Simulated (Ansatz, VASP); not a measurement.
W: VASP beside Ansatz

File INCAR:

```
  PREC = Accurate
  ENCUT = 520
  EDIFF = 1E-6
  ISMEAR = 0
  SIGMA = 0.05
  LREAL = F
  LASPH = T
  NELM = 60
  ALGO = Normal
  ISIF = 2
  LWAVE = F
  LCHARG = T
  GGA = CA
  LELF = T
  LVHAR = T
  NBANDS = 13
```

Contents of KPOINTS:

```
regular mesh
0
Gamma
  12 12 12
```

File POSCAR:

```
W
1.0
   -1.5823450000      1.5823450000      1.5823450000
    1.5823450000     -1.5823450000      1.5823450000
    1.5823450000      1.5823450000     -1.5823450000
W
1
Direct
    0.0000000000      0.0000000000      0.0000000000
```

File input.yaml:

```yaml
crystal:
  lattice:
    - [-1.582345, 1.582345, 1.582345]
    - [1.582345, -1.582345, 1.582345]
    - [1.582345, 1.582345, -1.582345]
  atoms:
    - { symbol: W, position: [0.0, 0.0, 0.0] }
kpoints:
  mp_grid: { grid: [12, 12, 12] }
scf:
  occupations: { method: gaussian, width: 0.05 }
hamiltonian:
  xc: lda
  pseudopotentials: { kind: all_electron, lapw: { basis_error: 0.001 } }
output:
  forces: true
  stress: true
  eigenvalues: true
```

Alike in both runs: task single point; functional LDA; k mesh 12 × 12 × 12; occupations gaussian, width 0.05 eV; no spin polarisation.

|  | VASP | Ansatz |
| --- | --- | --- |
| version | VASP 6.6.1 | Ansatz 0.2.0 |
| potentials or method | VASP PAW LDA potentials, release 64 (W_sv) | all-electron LAPW, scalar-relativistic |
| plane-wave cutoff (eV) | 520 | see its input |

VASP gave:

```
gap on the k mesh at the Fermi level (eV) : none
pressure (GPa)                            : -7.4
```

Q: What did Ansatz give for the same quantities?

A: gap on the k mesh at the Fermi level (eV): none; pressure (GPa): -9.0.

A gap of «none» marks a metal or a gap that the smearing closes. Ansatz ran all-electron here, so the differences hold the error of VASP's frozen core and of both bases.

The runs have no spin-orbit coupling, so splittings on W are missing.
